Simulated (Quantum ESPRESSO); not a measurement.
# MnS (Fm-3m) in Quantum ESPRESSO: convergence with wavefunction cutoff

Aim: find how far wavefunction cutoff must go before the results for MnS settle, at LDA. This setting moves, with any that are tied to it; all else stays.

All numbers are computed with Quantum ESPRESSO 7.5; they aren't measurements. Logs are shortened: lines on timing, memory, paths and dates and some standing lists are left out, and cuts for length are marked.

### Step 1. The structure

The structure is cubic, space group Fm-3m (No. 225). The conventional cell has a = 5.209 Å, b = 5.209 Å, c = 5.209 Å, α = 90.00°, β = 90.00°, γ = 90.00°. Mn (site symmetry m-3m) is surrounded by 6 S at 2.60 Å. S (site symmetry m-3m) has 6 Mn at 2.60 Å as nearest neighbours.

### Step 2. With wavefunction cutoff 38 Ry

The input, pw.in:

```
&CONTROL
  calculation = 'scf'
  prefix = 'pwscf'
  outdir = './tmp'
  pseudo_dir = './pseudo'
  tprnfor = .true.
  tstress = .true.
  disk_io = 'nowf'
/
&SYSTEM
  ibrav = 0
  nat = 2
  ntyp = 2
  ecutwfc = 38
  nbnd = 20
  occupations = 'smearing'
  smearing = 'mv'
  degauss = 0.00734986
  nspin = 2
  starting_magnetization(1) = 0.2667
  starting_magnetization(2) = 0
/
&ELECTRONS
  conv_thr = 4d-10
  electron_maxstep = 120
  mixing_beta = 0.3
/
ATOMIC_SPECIES
Mn    54.9380 Mn.upf
S     32.0600 S.upf
CELL_PARAMETERS angstrom
   0.0000000000    2.6045000000    2.6045000000
   2.6045000000    0.0000000000    2.6045000000
   2.6045000000    2.6045000000    0.0000000000
ATOMIC_POSITIONS crystal
Mn     0.0000000000    0.0000000000    0.0000000000
S      0.5000000000    0.5000000000    0.5000000000
K_POINTS automatic
9 9 9 0 0 0
```

Potentials or basis: PseudoDojo 0.4.1 SR LDA standard.

Command:

```console
$ OMP_NUM_THREADS=1 pw.x -in pw.in > pw.out
```

pw.out:

```text
This program is part of the open-source Quantum ESPRESSO suite
     for quantum simulation of materials; please cite
         "P. Giannozzi et al., J. Phys.:Condens. Matter 21 395502 (2009);
         "P. Giannozzi et al., J. Phys.:Condens. Matter 29 465901 (2017);
         "P. Giannozzi et al., J. Chem. Phys. 152 154105 (2020);
     in publications or presentations arising from this work. More details at

     Message from routine setup:
     using ibrav=0 with symmetry is DISCOURAGED, use correct ibrav instead

     G-vector sticks info
     --------------------
     sticks:   dense  smooth     PW     G-vecs:    dense   smooth      PW
     Sum         511     511    163                 7631     7631    1363

     Using Slab Decomposition

     bravais-lattice index     =            0
     lattice parameter (alat)  =       6.9605  a.u.
     unit-cell volume          =     238.4513 (a.u.)^3
     number of atoms/cell      =            2
     number of atomic types    =            2
     number of electrons       =        21.00
     number of Kohn-Sham states=           20
     kinetic-energy cutoff     =      38.0000  Ry
     charge density cutoff     =     152.0000  Ry
     scf convergence threshold =      4.0E-10
     mixing beta               =       0.3000
     number of iterations used =            8  plain     mixing
     Exchange-correlation= SLA  PW   NOGX NOGC
                           (   1   4   0   0   0   0   0)

     celldm(1)=   6.960465  celldm(2)=   0.000000  celldm(3)=   0.000000
     celldm(4)=   0.000000  celldm(5)=   0.000000  celldm(6)=   0.000000

[... 8 lines left out ...]
               b(3) = (  0.707107  0.707107 -0.707107 )

     PseudoPot. # 1 for Mn read from file:
     Mn.upf
     Pseudo is Norm-conserving + core correction, Zval = 15.0
     Generated using ONCVPSP code by D. R. Hamann
     Using radial grid of 1430 points,  6 beta functions with:
                l(1) =   0
                l(2) =   0
                l(3) =   1
                l(4) =   1
                l(5) =   2
                l(6) =   2

     PseudoPot. # 2 for S  read from file:
     S.upf
     Pseudo is Norm-conserving + core correction, Zval =  6.0
     Generated using ONCVPSP code by D. R. Hamann
     Using radial grid of 1132 points,  6 beta functions with:
                l(1) =   0
                l(2) =   0
                l(3) =   1
                l(4) =   1
                l(5) =   2
                l(6) =   2

     atomic species   valence    mass     pseudopotential
     Mn               15.00    54.93800     Mn( 1.00)
     S                 6.00    32.06000     S ( 1.00)

     Starting magnetic structure
     atomic species   magnetization
     Mn              0.267
     S               0.000

     48 Sym. Ops., with inversion, found

   Cartesian axes

     site n.     atom                  positions (alat units)
         1        Mn     tau(   1) = (   0.0000000   0.0000000   0.0000000  )
         2        S      tau(   2) = (   0.7071068   0.7071068   0.7071068  )

     number of k points=    35  Marzari-Vanderbilt smearing, width (Ry)=  0.0073
                       cart. coord. in units 2pi/alat
        k(    1) = (   0.0000000   0.0000000   0.0000000), wk =   0.0013717
        k(    2) = (   0.0785674   0.0785674  -0.0785674), wk =   0.0109739
        k(    3) = (   0.1571348   0.1571348  -0.1571348), wk =   0.0109739
        k(    4) = (   0.2357023   0.2357023  -0.2357023), wk =   0.0109739
        k(    5) = (   0.3142697   0.3142697  -0.3142697), wk =   0.0109739
        k(    6) = (   0.1571348   0.0000000  -0.0000000), wk =   0.0082305
[... 27 lines left out ...]
        k(   34) = (  -0.0000000  -0.4714045   0.6285394), wk =   0.0329218
        k(   35) = (  -0.0785674  -0.3928371   0.7071068), wk =   0.0329218

     Dense  grid:     7631 G-vectors     FFT dimensions: (  27,  27,  27)

     Check: negative core charge=   -0.000022
     Generating pointlists ...
     new r_m :   0.2917 (alat units)  2.0302 (a.u.) for type    1
     new r_m :   0.2917 (alat units)  2.0302 (a.u.) for type    2

     Initial potential from superposition of free atoms

     starting charge      20.9995, renormalised to      21.0000
     Starting wfcs are   14 randomized atomic wfcs +    6 random wfcs

     Self-consistent Calculation

     iteration #  1     ecut=    38.00 Ry     beta= 0.30
     Davidson diagonalization with overlap
     ethr =  1.00E-02,  avg # of iterations =  6.7

     total energy              =    -237.30600003 Ry
     estimated scf accuracy    <       1.29476572 Ry

     total magnetization       =     3.85 Bohr mag/cell
     absolute magnetization    =     3.85 Bohr mag/cell
[... 108 lines left out ...]
     total magnetization       =     4.36 Bohr mag/cell
     absolute magnetization    =     4.36 Bohr mag/cell

     iteration # 13     ecut=    38.00 Ry     beta= 0.30
     Davidson diagonalization with overlap
     ethr =  2.85E-12,  avg # of iterations =  1.8

     Magnetic moment per site  (integrated on atomic sphere of radius R)
     atom   1 (R=0.292)  charge= 13.1217  magn=  3.8393
     atom   2 (R=0.292)  charge=  4.5802  magn=  0.0989

     End of self-consistent calculation

 ------ SPIN UP ------------

          k = 0.0000 0.0000 0.0000 (   941 PWs)   bands (ev):

   -77.7701 -45.2497 -45.2497 -45.2497  -4.4473   7.2452   7.2452   7.4209
     7.4209   7.4209   8.2616   8.2616   8.2616  11.3441  19.4246  19.4246
    19.4246  20.7871  21.5636  21.5636

          k = 0.0786 0.0786-0.0786 (   932 PWs)   bands (ev):

   -77.7646 -45.2130 -45.2130 -45.1916  -4.3191   6.7645   6.8634   6.8634
     7.5828   7.5828   8.0438   8.8992   8.8992  12.1998  18.1425  19.0973
    19.0973  20.4746  20.4746  21.1693
[... 193 lines left out ...]
          k =-0.0786-0.3928 0.7071 (   945 PWs)   bands (ev):

   -77.7690 -45.2763 -45.2463 -45.1756  -2.8433   4.4027   5.0118   5.2329
     8.0451   8.0705   8.2572   8.4300   8.8536  13.8607  16.2179  17.2582
    18.0933  22.4668  23.2985  24.7116

 ------ SPIN DOWN ----------

          k = 0.0000 0.0000 0.0000 (   941 PWs)   bands (ev):

   -74.5703 -41.7140 -41.7140 -41.7140  -4.1221   8.5231   8.5231   8.5231
    10.4155  10.4155  10.5135  10.5135  10.5135  12.2503  20.5369  20.5369
    20.5369  21.1554  22.9486  22.9486

          k = 0.0786 0.0786-0.0786 (   932 PWs)   bands (ev):

   -74.5650 -41.6748 -41.6748 -41.6519  -4.0005   7.5717   8.1474   8.1474
    10.6897  10.7027  10.7027  11.0464  11.0464  13.0437  19.1800  20.2241
    20.2241  21.6989  21.6989  21.9597
[... 193 lines left out ...]
          k =-0.0786-0.3928 0.7071 (   945 PWs)   bands (ev):

   -74.5695 -41.7438 -41.7116 -41.6354  -2.5863   5.0214   5.6033   6.1017
    11.1648  11.2939  11.4241  11.7397  11.9686  15.2953  17.1645  18.1445
    18.8327  23.0973  24.1023  25.2317

     the Fermi energy is    10.5499 ev

!    total energy              =    -237.55425100 Ry
     estimated scf accuracy    <          6.5E-11 Ry
     smearing contrib. (-TS)   =       0.00004328 Ry
     internal energy E=F+TS    =    -237.55429427 Ry

     The total energy is F=E-TS. E is the sum of the following terms:
     one-electron contribution =    -120.94377127 Ry
     hartree contribution      =      66.48582338 Ry
     xc contribution           =     -41.60306424 Ry
     ewald contribution        =    -141.49328214 Ry

     total magnetization       =     4.36 Bohr mag/cell
     absolute magnetization    =     4.36 Bohr mag/cell

     convergence has been achieved in  13 iterations

     Forces acting on atoms (cartesian axes, Ry/au):

     atom    1 type  1   force =    -0.00000000    0.00000000   -0.00000000
     atom    2 type  2   force =     0.00000000   -0.00000000    0.00000000

     Total force =     0.000000     Total SCF correction =     0.000000

     Computing stress (Cartesian axis) and pressure

          total   stress  (Ry/bohr**3)                   (kbar)     P=    -3631.71
  -0.02468785  -0.00000000  -0.00000000        -3631.71       -0.00       -0.00
  -0.00000000  -0.02468785   0.00000000           -0.00    -3631.71        0.00
   0.00000000   0.00000000  -0.02468785            0.00        0.00    -3631.71

=------------------------------------------------------------------------------=
   JOB DONE.
=------------------------------------------------------------------------------=
```

Run time: 27 s. Hardware: 1 thread of Arm Neoverse V1, shared host; peak memory 0.05 GiB.

What came out:

```
Free energy                                           : -3232.0902 eV
Pressure                                              : -363.2 GPa
Band gap on the k mesh                                : none (metal or under the smearing width)
Net moment                                            : 4.36 μB per cell
Absolute moment                                       : 4.36 μB per cell
Site moments                                          : Mn +3.84; S +0.10 μB
Valence electrons inside the program's atomic spheres : Mn 13.12; S 4.58
```

### Step 3. With wavefunction cutoff 48 Ry

Changes to pw.in since step 2:

```diff
@@ -13,3 +13,3 @@
   ntyp = 2
-  ecutwfc = 38
+  ecutwfc = 48
   nbnd = 20
```

Potentials or basis: PseudoDojo 0.4.1 SR LDA standard.

Command:

```console
$ OMP_NUM_THREADS=1 pw.x -in pw.in > pw.out
```

Run time: 24 s. Hardware: 1 thread of Arm Neoverse V1, shared host; peak memory 0.07 GiB.

What came out:

* Free energy: -3251.8483 eV
* Pressure: -187.3 GPa
* Band gap on the k mesh: none (metal or under the smearing width)
* Net moment: 4.51 μB per cell
* Absolute moment: 4.51 μB per cell
* Site moments: Mn +4.01; S +0.13 μB
* Valence electrons inside the program's atomic spheres: Mn 13.20; S 4.60

### Step 4. With wavefunction cutoff 58 Ry

Changes to pw.in since step 3:

```diff
@@ -13,3 +13,3 @@
   ntyp = 2
-  ecutwfc = 48
+  ecutwfc = 58
   nbnd = 20
```

Command:

```console
$ OMP_NUM_THREADS=1 pw.x -in pw.in > pw.out
```

It took 45 s on 1 thread of Arm Neoverse V1, shared host; peak memory 0.08 GiB.

What came out:

```
Free energy                                           : -3259.2291 eV
Pressure                                              : -82.4 GPa
Band gap on the k mesh                                : none (metal or under the smearing width)
Net moment                                            : 4.58 μB per cell
Absolute moment                                       : 4.58 μB per cell
Site moments                                          : Mn +4.08; S +0.14 μB
Valence electrons inside the program's atomic spheres : Mn 13.21; S 4.61
```

### Step 5. With wavefunction cutoff 67 Ry

Changes to pw.in since step 4:

```diff
@@ -13,3 +13,3 @@
   ntyp = 2
-  ecutwfc = 58
+  ecutwfc = 67
   nbnd = 20
```

Command:

```console
$ OMP_NUM_THREADS=1 pw.x -in pw.in > pw.out
```

Wall time 59 s (1 thread of Arm Neoverse V1, shared host); peak memory 0.1 GiB.

Results:

- Free energy: -3261.3578 eV
- Pressure: -35.0 GPa
- Band gap on the k mesh: none (metal or under the smearing width)
- Net moment: 4.61 μB per cell
- Absolute moment: 4.61 μB per cell
- Site moments: Mn +4.11; S +0.15 μB
- Valence electrons inside the program's atomic spheres: Mn 13.22; S 4.62

### Step 6. With wavefunction cutoff 77 Ry

Changes to pw.in since step 5:

```diff
@@ -13,3 +13,3 @@
   ntyp = 2
-  ecutwfc = 67
+  ecutwfc = 77
   nbnd = 20
```

Potentials or basis: PseudoDojo 0.4.1 SR LDA standard.

Command:

```console
$ OMP_NUM_THREADS=1 pw.x -in pw.in > pw.out
```

It took 64 s on 1 thread of Arm Neoverse V1, shared host; peak memory 0.11 GiB.

Results (log left out):

| Quantity | Value |
| --- | --- |
| Free energy | -3261.9324 eV |
| Pressure | -15.8 GPa |
| Band gap on the k mesh | none (metal or under the smearing width) |
| Net moment | 4.61 μB per cell |
| Absolute moment | 4.61 μB per cell |
| Site moments | Mn +4.11; S +0.15 μB |
| Valence electrons inside the program's atomic spheres | Mn 13.22; S 4.62 |

### Step 7. With wavefunction cutoff 86 Ry

Changes to pw.in since step 6:

```diff
@@ -13,3 +13,3 @@
   ntyp = 2
-  ecutwfc = 77
+  ecutwfc = 86
   nbnd = 20
```

Command:

```console
$ OMP_NUM_THREADS=1 pw.x -in pw.in > pw.out
```

Wall time 99 s (1 thread of Arm Neoverse V1, shared host); peak memory 0.13 GiB.

The run converged. Its results:

* Free energy: -3262.0128 eV
* Pressure: -11.7 GPa
* Band gap on the k mesh: none (metal or under the smearing width)
* Net moment: 4.61 μB per cell
* Absolute moment: 4.61 μB per cell
* Site moments: Mn +4.11; S +0.15 μB
* Valence electrons inside the program's atomic spheres: Mn 13.22; S 4.62

### Step 8. With wavefunction cutoff 96 Ry

Changes to pw.in since step 7:

```diff
@@ -13,3 +13,3 @@
   ntyp = 2
-  ecutwfc = 86
+  ecutwfc = 96
   nbnd = 20
```

Command:

```console
$ OMP_NUM_THREADS=1 pw.x -in pw.in > pw.out
```

Wall time 1.7 min (1 thread of Arm Neoverse V1, shared host); peak memory 0.15 GiB.

Results (log left out):

* Free energy: -3262.0206 eV
* Pressure: -11.1 GPa
* Band gap on the k mesh: none (metal or under the smearing width)
* Net moment: 4.61 μB per cell
* Absolute moment: 4.61 μB per cell
* Site moments: Mn +4.11; S +0.15 μB
* Valence electrons inside the program's atomic spheres: Mn 13.22; S 4.62

### Step 9. With wavefunction cutoff 115 Ry

Changes to pw.in since step 8:

```diff
@@ -13,3 +13,3 @@
   ntyp = 2
-  ecutwfc = 96
+  ecutwfc = 115
   nbnd = 20
```

Potentials or basis: PseudoDojo 0.4.1 SR LDA standard.

Command:

```console
$ OMP_NUM_THREADS=1 pw.x -in pw.in > pw.out
```

It took 2 min on 1 thread of Arm Neoverse V1, shared host; peak memory 0.19 GiB.

Results (log left out):

* Free energy: -3262.0210 eV
* Pressure: -11.0 GPa
* Band gap on the k mesh: none (metal or under the smearing width)
* Net moment: 4.61 μB per cell
* Absolute moment: 4.61 μB per cell
* Site moments: Mn +4.11; S +0.15 μB
* Valence electrons inside the program's atomic spheres: Mn 13.22; S 4.62

### Step 10. With wavefunction cutoff 144 Ry

Changes to pw.in since step 9:

```diff
@@ -13,3 +13,3 @@
   ntyp = 2
-  ecutwfc = 115
+  ecutwfc = 144
   nbnd = 20
```

Command:

```console
$ OMP_NUM_THREADS=1 pw.x -in pw.in > pw.out
```

It took 3.6 min on 1 thread of Arm Neoverse V1, shared host; peak memory 0.26 GiB.

Results (log left out):

```
Free energy                                           : -3262.0212 eV
Pressure                                              : -11.0 GPa
Band gap on the k mesh                                : none (metal or under the smearing width)
Net moment                                            : 4.61 μB per cell
Absolute moment                                       : 4.61 μB per cell
Site moments                                          : Mn +4.11; S +0.15 μB
Valence electrons inside the program's atomic spheres : Mn 13.22; S 4.62
```

### Step 11. Result

```csv
wavefunction cutoff,"energy less the tightest run, at zero smearing (meV/atom)",pressure (GPa),absolute moment (μB),SCF cycles,CPU time (s),peak memory (GiB)
38 Ry,14965.48,-363.17,4.36,13,27,0.05
48 Ry,5086.44,-187.31,4.51,11,24,0.07
58 Ry,1396.03,-82.36,4.58,10,45,0.08
67 Ry,331.71,-34.98,4.61,11,59,0.1
77 Ry,44.37,-15.81,4.61,11,64,0.11
86 Ry,4.19,-11.70,4.61,11,99,0.13
96 Ry,0.30,-11.06,4.61,11,100,0.15
115 Ry,0.12,-11.05,4.61,11,120,0.19
144 Ry,0.00,-11.05,4.61,11,220,0.26
```

Against the tightest run, the energy stays within 1 meV/atom from 96 Ry on; the pressure stays within 0.1 GPa from 96 Ry on; the absolute moment stays within 0.02 μB from 67 Ry on. The tightest run that finished is the yardstick and may itself not be fully converged.

Caveats: a cell with one magnetic atom can't hold antiferromagnetic order, which such compounds often take; semilocal functionals often make such compounds metallic where correlation or magnetic order opens a gap, which also shifts bond lengths.
